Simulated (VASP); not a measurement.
# Al (I4/mmm) in VASP: a series of runs, part 2 of 2

VASP 6.6.1.

## (3) Single point, PBEsol (strain +0.0300 x Voigt [1, 1, 0, 0, 0, 0], atoms carried along)

The input, INCAR:

```
PREC = Accurate
ENCUT = 520
EDIFF = 1E-6
ISMEAR = 0
SIGMA = 0.15
LREAL = F
LASPH = T
NELM = 100
ALGO = Fast
ISIF = 2
LWAVE = F
LCHARG = T
GGA = PS
LELF = T
LVHAR = T
NBANDS = 8
```

The input, KPOINTS:

```
regular mesh
0
Gamma
  20 20 20
```

The input, POSCAR:

```
Al
1.0
   -1.6389552507      1.6389552507      1.5912186900
    1.6389552507     -1.6389552507      1.5912186900
    1.6389552507      1.6389552507     -1.5912186900
Al
1
Direct
    0.0000000000      0.0000000000      0.0000000000
```

Potentials or basis: VASP PAW PBE potentials, release 64 (Al).

On the command line:

```sh
> cat potpaw_PBE.64/Al/POTCAR > POTCAR
> mpirun -np 1 vasp_std > vasp.out
```

OUTCAR:

```text
PREC = Accurate
   ENCUT = 520
   EDIFF = 1E-6
   ISMEAR = 0
   LREAL = F
   LASPH = T
   NELM = 100
   ISIF = 2
   GGA = PS

 ion  position               nearest neighbor table
   1  0.000  0.000  0.000-

  LATTYP: Found a body centered tetragonal cell.
 ALAT       =     3.2779105014
 C/A-ratio  =     0.9708737864

  Lattice vectors:

 A1 = (  -1.6389552507,   1.6389552507,   1.5912186900)
 A2 = (   1.6389552507,  -1.6389552507,   1.5912186900)
 A3 = (   1.6389552507,   1.6389552507,  -1.5912186900)

Analysis of symmetry for initial positions (statically):
=====================================================================
 Subroutine PRICEL returns:
 Original cell was already a primitive cell.

 Routine SETGRP: Setting up the symmetry group for a
 body centered tetragonal supercell.

 Subroutine GETGRP returns: Found 16 space group operations
 (whereof 16 operations were pure point group operations)
 out of a pool of 16 trial point group operations.

The static configuration has the point symmetry D_4h.

Analysis of symmetry for dynamics (positions and initial velocities):
=====================================================================
 Subroutine PRICEL returns:
 Original cell was already a primitive cell.

 Routine SETGRP: Setting up the symmetry group for a
 body centered tetragonal supercell.

 Subroutine GETGRP returns: Found 16 space group operations
 (whereof 16 operations were pure point group operations)
 out of a pool of 16 trial point group operations.

The dynamic configuration has the point symmetry D_4h.

 Subroutine INISYM returns: Found 16 space group operations
 (whereof 16 operations are pure point group operations),
 and found     1 'primitive' translations

----------------------------------------------------------------------------------------

                                     Primitive cell

  volume of cell :      17.0972

  direct lattice vectors                    reciprocal lattice vectors
    -1.638955251  1.638955251  1.591218690     0.000000000  0.305072393  0.314224565
     1.638955251 -1.638955251  1.591218690     0.305072393  0.000000000  0.314224565
     1.638955251  1.638955251 -1.591218690     0.305072393  0.305072393  0.000000000

  length of vectors
     2.811463239  2.811463239  2.811463239     0.437956895  0.437956895  0.431437515

  position of ions in fractional coordinates (direct lattice)
     0.000000000  0.000000000  0.000000000

  ion indices of the primitive-cell ions
   primitive index   ion index
                 1           1

----------------------------------------------------------------------------------------

 KPOINTS: regular mesh

Automatic generation of k-mesh.
 Grid dimensions read from file:
 generate k-points for:   20   20   20

 Generating k-lattice:

  Cartesian coordinates                     Fractional coordinates (reciprocal lattice)
     0.000000000  0.015253620  0.015711228     0.050000000  0.000000000 -0.000000000
     0.015253620  0.000000000  0.015711228     0.000000000  0.050000000 -0.000000000
     0.015253620  0.015253620  0.000000000     0.000000000  0.000000000  0.050000000

  Length of vectors
     0.021897845  0.021897845  0.021571876

  Shift w.r.t. Gamma in fractional coordinates (k-lattice)
     0.000000000  0.000000000  0.000000000

 Subroutine IBZKPT returns following result:
 ===========================================

 Found    641 irreducible k-points:

 Following reciprocal coordinates:
            Coordinates               Weight
  0.000000  0.000000  0.000000      1.000000
  0.050000  0.000000 -0.000000      8.000000
  0.100000  0.000000 -0.000000      8.000000
  0.150000 -0.000000  0.000000      8.000000
  0.200000  0.000000 -0.000000      8.000000
  0.250000  0.000000  0.000000      8.000000
[... 16 lines left out ...]
 -0.400000  0.050000  0.000000     16.000000
 -0.350000  0.050000  0.000000     16.000000
 [... further k-points ...]
   k-points           NKPTS =    641   k-points in BZ     NKDIM =    641   number of bands    NBANDS=      8
   number of dos      NEDOS =    301   number of ions     NIONS =      1
   total plane-waves  NPLWV =  13824
   dimension x,y,z NGX =    24 NGY =   24 NGZ =   24
   dimension x,y,z NGXF=    48 NGYF=   48 NGZF=   48
   ions per type =               1
   NGX,Y,Z   is equivalent  to a cutoff of  14.19, 14.19, 14.19 a.u.
   NGXF,Y,Z  is equivalent  to a cutoff of  28.38, 28.38, 28.38 a.u.
 SYSTEM =  unknown system
   PREC   = accura    normal or accurate (medium, high low for compatibility)
   ISTART =      0    job   : 0-new  1-cont  2-samecut
   ICHARG =      2    charge: 1-file 2-atom 10-const
   ISPIN  =      1    spin polarized calculation?
   LNONCOLLINEAR =      F non collinear calculations
   LSORBIT =      F    spin-orbit coupling
   LASPH  =      T    aspherical Exc in radial PAW
   ENCUT  =  520.0 eV  38.22 Ry    6.18 a.u.   5.23  5.23  5.23*2*pi/ulx,y,z
   NELM   =    100;   NELMIN=  2; NELMDL= -5     # of ELM steps
   EDIFF  = 0.1E-05   stopping-criterion for ELM
   LREAL  =      F    real-space projection
   EDIFFG = 0.1E-04   stopping-criterion for IOM
   NSW    =      0    number of steps for IOM
   IBRION =     -1    ionic relax: 0-MD 1-quasi-New 2-CG
   NFREE  =      0    steps in history (QN), initial steepest desc. (CG)
   ISIF   =      2    stress and relaxation
   ISYM   =      2    0-nonsym 1-usesym 2-fastsym
   POTIM  = 0.5000    time-step for ionic-motion
   TEBEG  =    0.0;   TEEND  =   0.0 temperature during run
   PSTRESS=    0.0 pullay stress
   NELECT =       3.0000    total number of electrons
   NUPDOWN=      -1.0000    fix difference up-down
   EMIN   =  10.00;   EMAX   =-10.00  energy-range for DOS
   EFERMI =   0.00;   METHOD = LEGACY
   ISMEAR =     0;   SIGMA  =   0.15  broadening in eV -4-tet -1-fermi 0-gaus
   EFERMI_NEDOS =   21; number of points for ismear=-14 and -15
   IALGO  =     68    algorithm
   IMIX   =      4    mixing-type and parameters
     AMIX     =   0.40;   BMIX     =  1.00
     AMIX_MAG =   1.60;   BMIX_MAG =  1.00
  volume/ion in A,a.u.               =      17.10       115.38
  Fermi-wavevector in a.u.,A,eV,Ry     =   0.916517  1.731966 11.428942  0.840004
  Thomas-Fermi vector in A             =   2.041382
   LORBIT       =      0    0 simple, 1 ext, 2 COOP (PROOUT), +10 PAW based schemes
   GGA     = PS    functional components
   LHFCALC =     F    Hartree Fock is set to
   AEXX    =    0.0000 exact exchange contribution
   IVDW    =     0    specifies the selected vdW correction
   LEPSILON=     F    determine dielectric tensor
   LRPA    =     F    only Hartree local field effects (RPA)
 non-spin polarized calculation
 RMM-DIIS sequential band-by-band and
 Gauss-broadening in eV      SIGMA  =   0.15
  energy-cutoff  :      520.00
  volume of cell :       17.10
 maximum number of plane-waves:       482
 NGX is ok and might be reduce to    24
   NGX = 11   NGY = 11   NGZ = 11

 number of electron       3.0000000 magnetization

 Free energy of the ion-electron system (eV)
  ---------------------------------------------------
  ext. energy  EPLUGINS =         0.00000000
  ---------------------------------------------------
  free energy    TOTEN  =        -3.99330790 eV

  energy without entropy =       -3.98831778  energy(sigma->0) =       -3.99081284

 E-fermi :   7.5776     XC(G=0): -10.1315

 val. band max:        7.5748379008   @ k =  -0.3500  -0.4000   0.0500
 cond. band min:       7.5888697491   @ k =   0.4500   0.2500   0.1000
 fundamental gap:      0.0140318484
 Fermi energy:         7.5775888581

 k-point     1 :       0.0000    0.0000    0.0000
  band No.  band energies     occupation
      1      -3.2975      2.00000
      2      20.1731      0.00000
      3      20.8532      0.00000
      4      20.8532      0.00000
      5      21.6176      0.00000
      6      21.6176      0.00000
      7      21.9585      0.00000
      8      23.1807      0.00000
[... 243 lines left out ...]
 k-point    24 :      -0.3500    0.0500    0.0000
  band No.  band energies     occupation
      1      -0.2894      2.00000
      2       9.2339      0.00000
      3      14.9205      0.00000
      4      16.4062      0.00000
      5      18.2602      0.00000
      6      20.0798      0.00000
      7      25.4475      0.00000
      8      26.8546      0.00000

 [... further k-points ...]
[... 5 lines left out ...]
  --------------------------------------------------------------------------------------
  -------------------------------------------------------------------------------------
  Total       -0.1906639     -0.1906639     -0.2904510      0.0000000      0.0000000      0.0000000
  in kB      -17.8671365    -17.8671365    -27.2182003      0.0000000      0.0000000      0.0000000
  external PRESSURE =     -20.9841578 kB  Pullay stress =       0.0000000 kB

 VOLUME and BASIS-vectors are now :
 -----------------------------------------------------------------------------
  energy-cutoff  :      520.00
  volume of cell :       17.10
      direct lattice vectors                 reciprocal lattice vectors
    -1.638955251  1.638955251  1.591218690     0.000000000  0.305072393  0.314224565
     1.638955251 -1.638955251  1.591218690     0.305072393  0.000000000  0.314224565
     1.638955251  1.638955251 -1.591218690     0.305072393  0.305072393  0.000000000

 POSITION                                       TOTAL-FORCE (eV/Angst)
 -----------------------------------------------------------------------------------
      0.00000      0.00000      0.00000         0.000000     -0.000000     -0.000000
 -----------------------------------------------------------------------------------
    total drift:                                0.000000      0.000000      0.000000

  FREE ENERGIE OF THE ION-ELECTRON SYSTEM (eV)
  ---------------------------------------------------
  free  energy   TOTEN  =        -3.9933079048 eV

  energy  without entropy=       -3.9883177818  energy(sigma->0) =       -3.99081284
```

OSZICAR:

```text
N       E                     dE             d eps       ncg     rms          rms(c)
DAV:   1    -0.271240192072E+01   -0.27124E+01   -0.84371E+02 10280   0.202E+02
DAV:   2    -0.401517401251E+01   -0.13028E+01   -0.12566E+01 14512   0.181E+01
DAV:   3    -0.402190669249E+01   -0.67327E-02   -0.67264E-02 12792   0.143E+00
DAV:   4    -0.402192602935E+01   -0.19337E-04   -0.19336E-04 14872   0.685E-02
DAV:   5    -0.402192608666E+01   -0.57308E-07   -0.57202E-07 13032   0.255E-03    0.128E+00
RMM:   6    -0.400462403968E+01    0.17302E-01   -0.17398E-03 10257   0.201E-01    0.735E-01
RMM:   7    -0.399329193248E+01    0.11332E-01   -0.49500E-03 11727   0.332E-01    0.124E-01
RMM:   8    -0.399330540000E+01   -0.13468E-04   -0.23641E-04 11232   0.917E-02    0.279E-02
RMM:   9    -0.399330969570E+01   -0.42957E-05   -0.33085E-05 11414   0.363E-02    0.169E-02
RMM:  10    -0.399331133979E+01   -0.16441E-05   -0.52093E-06 11591   0.142E-02    0.456E-02
RMM:  11    -0.399330826208E+01    0.30777E-05   -0.81245E-07  9997   0.444E-03    0.184E-02
RMM:  12    -0.399330790479E+01    0.35730E-06   -0.18895E-07  7335   0.257E-03
   1 F= -.39933079E+01 E0= -.39908128E+01  d E =-.499012E-02
```

It took 94 s on 1 thread of Intel Xeon Platinum 8375C at 2.90GHz (Ice Lake), shared host; peak memory 0.19 GiB.

Results:

* Free energy: -3.9933 eV
* Pressure: -2.1 GPa
* Band gap on the k mesh: none (metal or under the smearing width)

Levels at points of the mesh, in eV from the Fermi level:
```
           k point  band 1  band 2  band 3  band 4  band 5  band 6
(0.00, 0.00, 0.00)  -10.88   12.60   13.28   13.28   14.04   14.04
(0.50, 0.00, 0.00)   -4.13   -3.72    7.72    7.99    9.49   11.01
(0.50, 0.50, 0.00)   -4.27   -3.99    8.27    8.60   10.20   11.34
(0.50, 0.50, 0.50)    1.55    1.55    2.36    2.88    3.10    5.28
```

Caveat: the PAW data sets were made with another functional, which shifts forces and pressure a little.

## (4) Single point, PBEsol (strain -0.0300 x Voigt [1, 1, 0, 0, 0, 0], atoms carried along)

The input, INCAR:

```
SYSTEM = Al
PREC = Accurate
ENCUT = 520
EDIFF = 1E-6
ISMEAR = 0
SIGMA = 0.15
LREAL = .FALSE.
LASPH = .TRUE.
NELM = 100
ALGO = Normal
ISIF = 2
LWAVE = .FALSE.
LCHARG = .FALSE.
GGA = PS
NBANDS = 8
```

The input, KPOINTS:

```
regular mesh
0
G
  20 20 20
  0 0 0
```

The input, POSCAR:

```
Al
1.0
   -1.5434821293      1.5434821293      1.5912186900
    1.5434821293     -1.5434821293      1.5912186900
    1.5434821293      1.5434821293     -1.5912186900
Al
1
Direct
    0.0000000000      0.0000000000      0.0000000000
```

On the command line:

```sh
> cat potpaw_PBE.64/Al/POTCAR > POTCAR
> mpirun -np 1 vasp_std > vasp.out
```

Run time: 60 s. Hardware: 1 thread of Intel Xeon Platinum 8375C at 2.90GHz (Ice Lake), shared host; peak memory 0.17 GiB.

Results (log left out):

| Quantity | Value |
| --- | --- |
| Free energy | -3.9644 eV |
| Pressure | 7.9 GPa |
| Band gap on the k mesh | none (metal or under the smearing width) |

Stress tensor (GPa, compression positive):
```
7.40 0.00 0.00
0.00 7.40 0.00
0.00 0.00 9.04
```

Levels at points of the mesh, in eV from the Fermi level:
| k point | band 1 | band 2 | band 3 | band 4 |
| --- | --- | --- | --- | --- |
| (0.00, 0.00, 0.00) | -11.73 | 13.52 | 13.52 | 14.26 |
| (0.50, 0.00, 0.00) | -4.70 | -4.06 | 8.68 | 9.03 |
| (0.50, 0.50, 0.00) | -4.54 | -3.77 | 8.01 | 8.42 |
| (0.50, 0.50, 0.50) | 1.42 | 2.32 | 2.32 | 2.60 |

Caveat: the PAW data sets were made with another functional, which shifts forces and pressure a little.

## (5) Summary

```tsv
cell	gap on the mesh (eV)	pressure (GPa)
strain -0.0100 x Voigt [1, 1, 0, 0, 0, 0], atoms carried along	none	4.0
strain +0.0300 x Voigt [1, 1, 0, 0, 0, 0], atoms carried along	none	-2.1
strain -0.0300 x Voigt [1, 1, 0, 0, 0, 0], atoms carried along	none	7.9
```

Alike in all rows: task single point; level PBEsol; potentials or basis VASP PAW PBE potentials, release 64 (Al); no spin polarisation; k mesh 20 × 20 × 20; cutoff (eV) 520; smearing gaussian 0.15 eV.

Caveats: the PAW data sets were made with another functional, which shifts forces and pressure a little.

Total energies depend on the potentials used, so only differences within one code and one set of settings carry meaning.
